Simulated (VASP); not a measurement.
Ce under changes of volume

One of the cells (29.942 Å³/atom); the others are scaled copies at fixed shape and fractional positions:

```
CELL_PARAMETERS angstrom
-1.95617 1.95617 1.95617
1.95617 -1.95617 1.95617
1.95617 1.95617 -1.95617
ATOMIC_POSITIONS crystal
Ce 0.00000 0.00000 0.00000
```

This isn't the form of Ce at room conditions, which is fcc.

- Program: VASP 6.6.1
- Functional: PBE
- Potentials or basis: VASP PAW PBE potentials, release 64 (Ce)
- Cutoff: 520 eV
- k mesh: 10 × 10 × 10
- Occupations: fermi-dirac, width 0.05 eV
- Spin: collinear spin, ferromagnetic start
- Starting moments: [1.0] μB

```tsv
volume (Å³/atom)	energy over the lowest point (meV/atom)	pressure (GPa)	moment (μB per cell)
27.593	0.00	-0.6	0.00
28.181	3.72	-0.9	0.37
28.768	8.22	-0.8	0.74
29.942	13.61	-0.9	1.18
30.529	15.98	-1.1	1.31
31.116	?	?	?
```

What does the run at 31.116 Å³/atom give?

Energy over the lowest point 19.24 meV/atom; pressure -1.4 GPa; moment 1.39 μB per cell.

Worked out: A Birch-Murnaghan fit of order 3 (a polynomial in V^(-2/3)) to the other rows has no minimum within the range. It gives 17.30 meV/atom at 31.116 Å³/atom, against the run's 19.24, and -dE/dV = -0.3 GPa, against -1.4. A parabola through the other rows of the moment, of slope 0.0434 μB per Å³/atom there, extrapolates to 1.37 μB, against the run's 1.39.

Energies are extrapolated to zero smearing.

Caveats: the magnetic or orbital state may not be the lowest.
